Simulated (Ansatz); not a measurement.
**NaH in Ansatz: the effect of functional**

NaH:

```xyz
2
Lattice="0.0000 2.3902 2.3902 2.3902 0.0000 2.3902 2.3902 2.3902 0.0000" Properties=species:S:1:pos:R:3 pbc="T T T"
Na    0.0000    0.0000    0.0000
H     2.3902    2.3902    2.3902
```

The cell isn't the ideal one: volume scaled by 0.94.

Alike in all runs:

| Property | Result |
| --- | --- |
| Program | Ansatz 0.2.0 |
| Task | single point |
| Potentials or basis | Ansatz PAW |
| k mesh | 9 × 9 × 9 |
| Occupations | fermi-dirac, width 0.05 eV |
| Spin | no spin polarisation |

Q: One run gave: gap on the mesh 4.73 eV; pressure 0.2 GPa. Which functional did it use?
A. LDA
B. r2SCAN
C. PBEsol

A: B.

```csv
functional,cutoff,gap on the mesh (eV),pressure (GPa)
LDA,420 eV (not typed: the program's choice for these potentials),3.78,-1.4
PBEsol,420 eV (not typed: the program's choice for these potentials),3.93,0.2
r2SCAN,500 eV (not typed: the program's choice for these potentials),4.73,0.2
```

Caveats: odd divisions of the mesh miss points on the zone boundary, where band edges often lie, so the gap on the mesh can be too wide; the PAW data sets come from PBE, with cores solved anew for the run's functional, which leaves a small shift of forces and pressure.

A k mesh can miss the band edges.

Runs at the PBE level aren't shown here.
